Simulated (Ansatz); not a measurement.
From the elastic tensor of AlNi to moduli and sound speeds

Computed with DFT PBE, scalar-relativistic, plane waves, PAW in Ansatz 0.2.0. Cutoff 420 eV, 16×16×14 k-points (Γ-centred), Fermi-Dirac smearing of 0.15 eV. No spin polarisation.

The structure is cubic, space group Pm-3m (No. 221). The conventional cell has a = 2.894 Å, b = 2.894 Å, c = 2.894 Å, α = 90.00°, β = 90.00°, γ = 90.00°. Al (site symmetry m-3m) has 8 Ni at 2.51 Å as nearest neighbours. Around Ni (site symmetry m-3m) lie 8 Al at 2.51 Å.

In a metal, frequencies and elastic constants depend on the k mesh and the smearing, soft modes and shear constants most. Spin polarisation was left out, and a magnetic state may lie lower.

Relaxed-ion constants (GPa, on the Cartesian axes of the calculation):
```
287.0  52.2 135.8   0.0   0.0   0.0
 52.2 287.0 135.8   0.0   0.0   0.0
135.9 135.9 204.2   0.0   0.0   0.0
  0.0   0.0   0.0 117.3   0.0   0.0
  0.0   0.0   0.0   0.0 117.3   0.0
  0.0   0.0   0.0   0.0   0.0  33.2
```

Density 5.868 g/cm³; 2 atoms in 24.24 Å³.

The values that follow are for a polycrystal of randomly turned grains, by Hill's mean where one number stands. In a crystal this anisotropic the Voigt and Reuss bounds lie far apart, so Hill's mean and the sound speeds and Debye temperature from it are rough.

With S = C⁻¹: B_V = (C11+C22+C33+2(C12+C13+C23))/9, G_V = (C11+C22+C33−C12−C13−C23+3(C44+C55+C66))/15, 1/B_R = S11+S22+S33+2(S12+S13+S23), 15/G_R = 4(S11+S22+S33−S12−S13−S23)+3(S44+S55+S66); Hill is their mean. Then v_l = √((B+4G/3)/ρ), v_t = √(G/ρ), v_m = [(2/v_t³+1/v_l³)/3]^(−1/3) and Θ = (ħ/k_B)·v_m·(6π²n/V)^(1/3) for n atoms in the volume V; E = 9BG/(3B+G), ν = (3B−2G)/(2(3B+G)) and A^U = 5G_V/G_R + B_V/B_R − 6.

```json
{
  "Bulk modulus, Voigt / Reuss / Hill": "158.5 / 158.5 / 158.5 GPa",
  "Shear modulus, Voigt / Reuss / Hill": "83.8 / 58.8 / 71.3 GPa",
  "Young's modulus": "186 GPa",
  "Poisson ratio": "0.304",
  "Pugh ratio B/G": "2.22 (over 1.75, the rule of thumb for ductile)",
  "Universal anisotropy index": "2.13",
  "Longitudinal and transverse sound speeds": "6573 and 3486 m/s",
  "Debye temperature from the mean sound speed": "505 K"
}
```

Whether AlNi exists in this form wasn't checked.

Cost: 1 run of about 3.8 core-minutes, on Arm Neoverse V1 (shared hosts).

The tensor looks tetragonal only because its x and y axes lie along face diagonals of the cubic cell; the constants agree with cubic symmetry to within small numerical differences. In this setting the 33.2 GPa entry is the tetragonal shear constant, far below the 117.3 GPa for shear on the cube faces. The contrast follows from the B2 geometry. Ni–Al neighbours lie along the body diagonals, and a tetragonal shear leaves these bond lengths unchanged to first order, so resistance must come from bond bending, more distant neighbours and the band energy. Cube-face shear stretches and compresses the same bonds directly. The crystal is therefore stiffest along the body diagonals and most compliant along the cube edges.

The Pugh ratio points to ductility, yet polycrystalline NiAl is known to be brittle at room temperature. Its usual slip along cube edges offers too few independent systems for general grain deformation, which an elastic ratio can't capture. The positive shear constants support stability against small homogeneous strains, but not against short-wavelength phonons.
